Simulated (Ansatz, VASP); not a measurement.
## One calculation of Cu, two programs

```
Cu
1.0
     0.00000    1.84262    1.84262
     1.84262    0.00000    1.84262
     1.84262    1.84262    0.00000
Cu
1
Direct
  0.00000 0.00000 0.00000
```

Alike in both runs: task single point; functional LDA; k mesh 12 × 12 × 12; occupations fermi-dirac, width 0.06 eV; no spin polarisation.

```csv
,VASP,Ansatz
version,VASP 6.6.1,Ansatz 0.2 development build
potentials or method,"VASP PAW LDA potentials, release 64 (Cu), cutoff 520 eV","all-electron full-potential LAPW, scalar-relativistic"
```

VASP gave:

```
pressure (GPa) : -17.8
```

Problem. What did Ansatz give for the same quantities?

Solution. Pressure (GPa): -18.6.

Ansatz ran all-electron here, so the differences hold the error of VASP's frozen core and of both bases.

Caveats: so large a pressure means that the cell lies far from this level's equilibrium, or that cutoff or potentials fall short (VASP).
